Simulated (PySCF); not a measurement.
Unrelated species, one level of theory. Computed, not measured: PySCF, TDDFT B3LYP/def2-SVPD, vertical, gas phase, core orbitals frozen in the response. Geometries: GFN2-xTB; one conformer of each isolated species. Triplets are in the Tamm–Dancoff approximation. 'Strongest' means the level of largest summed f among the lowest 8 singlets; it needn't be the same kind of state in each.

Problem. Rank by computed lowest singlet excitation energy, lowest first.
A. `O=C(O)C(=O)O`
B. `c1coc([SiH]2CC2)c1`
C. `C#C[C@@H]1C(=O)[SiH2][C@@H]1C`
D. `F[Si@@H](C[SiH3])[SiH2]P`
E. `O=C=Pc1cccs1`
F. `[H]/P=P/C(C)=O`
G. `[H]/N=C\CO[Si@@H]([SiH3])C#N`
H. `C#CC(F)(F)F`

Solution. E (2.29 eV), F (2.69 eV), C (3.18 eV), A (4.09 eV), B (4.99 eV), G (5.27 eV), D (5.48 eV), H (6.56 eV).

```
                       SMILES  S1 (eV)  gap (eV)  T1 (eV)  LUMO (eV)  f (strongest)  α (au)           S1 mainly
                 O=C=Pc1cccs1     2.29      3.59     1.99      -2.41           0.14   104.1           H→L (98%)
               [H]/P=P/C(C)=O     2.69      3.68     2.12      -3.21           0.07    80.3           H→L (99%)
C#C[C@@H]1C(=O)[SiH2][C@@H]1C     3.18      4.70     2.58      -1.86           0.05    96.7           H→L (97%)
                 O=C(O)C(=O)O     4.09      5.67     3.60      -2.44           0.12    39.9           H→L (99%)
           c1coc([SiH]2CC2)c1     4.99      5.34     3.60      -0.68           0.43   100.9           H→L (98%)
 [H]/N=C\CO[Si@@H]([SiH3])C#N     5.27      5.88     4.47      -1.63           0.03   104.3           H→L (97%)
     F[Si@@H](C[SiH3])[SiH2]P     5.48      6.37     5.16      -1.00           0.12   124.2           H→L (98%)
                  C#CC(F)(F)F     6.56      8.48     5.32      -0.74           1.02    37.1  H-1/H→L/L+1 (≥85%)
```

H and L stand for HOMO and LUMO. A slash joins orbitals within 0.01 eV of each other, whose weights are summed (≥ marks a lower bound).

Mean S1 by what the SMILES shows (count): a double or triple bond but no aromatic ring 4.36 eV (5); an aromatic ring 3.64 eV (2).
